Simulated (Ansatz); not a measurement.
# Hf3N4: the cost of one run

Program: Ansatz 0.2.0. Level of theory: DFT, PBE, plane-wave PAW, default files, scalar-relativistic, as far as a step names no other. These are calculated values, not measurements.

## 1. The starting structure

Symmetry: I-43d, No. 220, cubic system. The conventional cell has a = 6.701 Å, b = 6.701 Å, c = 6.701 Å, α = 90.00°, β = 90.00°, γ = 90.00°. Hf (site symmetry -4) is surrounded by 8 N at 2.18 to 2.47 Å. N (site symmetry 3) is surrounded by 6 Hf at 2.18 to 2.47 Å.

Structure file:

```cif
data_structure
_symmetry_space_group_name_H-M 'I-43d'
_symmetry_Int_Tables_number 220
_cell_length_a 6.7010
_cell_length_b 6.7010
_cell_length_c 6.7010
_cell_angle_alpha 90.000
_cell_angle_beta 90.000
_cell_angle_gamma 90.000
_cell_volume 300.90
loop_
_atom_site_label
_atom_site_type_symbol
_atom_site_symmetry_multiplicity
_atom_site_Wyckoff_symbol
_atom_site_fract_x
_atom_site_fract_y
_atom_site_fract_z
_atom_site_occupancy
Hf1 Hf 12 a 0.37500 0.00000 0.25000 1
N1 N 16 c 0.06300 0.06300 0.06300 1
```

The earlier run gave: gap on the mesh 1.00 eV, largest force 0.317 eV/Å, pressure 6.5 GPa.

Site by site (atoms counted from 1):

```tsv
site	atoms	first shell	V_zz (10²¹ V/m²)	η	C_Q (MHz)
Hf	1, 2, 3, 4, …	8 N at 2.18–2.47 Å	34.4	0.00	2801 (¹⁷⁷Hf)
N	7, 8, 9, 10, …	6 Hf at 2.18–2.47 Å	1.01	0.00	0.499 (¹⁴N)
```

Conventions: |V_zz| ≥ |V_yy| ≥ |V_xx|, η = (V_xx − V_yy)/V_zz, C_Q = eQV_zz/h. Nuclear quadrupole moments: year-2017 set (Pyykkö).

## 2. Ions relaxed at fixed cell

Input file input.yaml:

```yaml
crystal:
  lattice:
    - [-3.3505, 3.3505, 3.3505]
    - [3.3505, -3.3505, 3.3505]
    - [3.3505, 3.3505, -3.3505]
  atoms:
    - { symbol: Hf, position: [0.25, 0.625, 0.375] }
    - { symbol: Hf, position: [0.375, 0.25, 0.625] }
    - { symbol: Hf, position: [0.75, 0.875, 0.125] }
    - { symbol: Hf, position: [0.125, 0.75, 0.875] }
    - { symbol: Hf, position: [0.625, 0.375, 0.25] }
    - { symbol: Hf, position: [0.875, 0.125, 0.75] }
    - { symbol: "N", position: [0.126, 0.126, 0.126] }
    - { symbol: "N", position: [0.874, 0.5, 0.0] }
    - { symbol: "N", position: [0.5, 0.0, 0.374] }
    - { symbol: "N", position: [0.0, 0.874, 0.5] }
    - { symbol: "N", position: [0.374, 0.5, 0.0] }
    - { symbol: "N", position: [0.626, 0.626, 0.626] }
    - { symbol: "N", position: [0.0, 0.374, 0.5] }
    - { symbol: "N", position: [0.5, 0.0, 0.874] }
kpoints:
  mp_grid: { grid: [6, 6, 6] }
scf:
  occupations: { method: fermi_dirac, width: 0.02 }
hamiltonian:
  xc: pbe
  pseudopotentials: { kind: paw }
output:
  forces: true
  stress: true
  populations: true
  efg:
    quadrupole_moments_barn: { Hf: 3.365, "N": 0.02044 }
    contact_densities: true
  write_density: true
  write_potential: true
  elf: true
  volumetric_format: npy
relax:
  f_tol: 0.02
  max_steps: 60
```

Started as:

```bash
$ ansatz run input.yaml --threads 4 --pin off --max-ram 8192MiB --backend cpu --events-out ev --progress --plain --runs-dir out
```

**Question.** How long does this run take on 4 threads of Arm Neoverse V1, shared host, and how much memory does it need?

About 43 s, with a peak of 0.93 GiB.
